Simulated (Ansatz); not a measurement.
Space group R3m:H (No. 160). a = 3.182 Å, b = 3.182 Å, c = 19.644 Å, α = 90.00°, β = 90.00°, γ = 120.00°
| atom | site | symmetry | x | y | z |
| --- | --- | --- | --- | --- | --- |
| W | 3a | 3m | 0.6667 | 0.3333 | 0.3327 |
| S | 3a | 3m | 0.6667 | 0.3333 | 0.0787 |
| S | 3a | 3m | 0.3333 | 0.6667 | 0.2533 |

Equation of state of this WS2 structure (not necessarily the ground state), with shape and atoms relaxed at each volume where symmetry leaves them free. Method: Ansatz, DFT r2SCAN, scalar-relativistic, plane waves, PAW.

Plane waves to 500 eV, a k mesh through Γ of 12×12×12 on the computed 3-atom cell and Gaussian smearing (0.02 eV); no spin polarisation.

| V (Å³/atom) | E − E(largest V) (meV/atom) | P (GPa) | gap on mesh (eV) |
| --- | --- | --- | --- |
| 17.993 | 3.43 | 1.77 | 1.17 |
| 18.567 | -0.97 | 0.71 | 1.29 |
| 19.142 | -2.14 | 0.01 | 1.37 |
| 19.716 | -1.50 | -0.39 | 1.43 |
| 20.290 | 0.00 | -0.52 | 1.50 |

**Question.** Fit a third-order Birch–Murnaghan equation to E(V).

**Answer.** V0 = 19.17 Å³/atom, B0 = 17 GPa, B0' = 20.5. B0' is unusual or poorly fixed by this range.

Spin-orbit coupling is left out, which matters for the bands of heavy elements. The cell holds layers, and where no dispersion correction was added their binding is poorly described.

This form isn't the usual stable structure of the compound.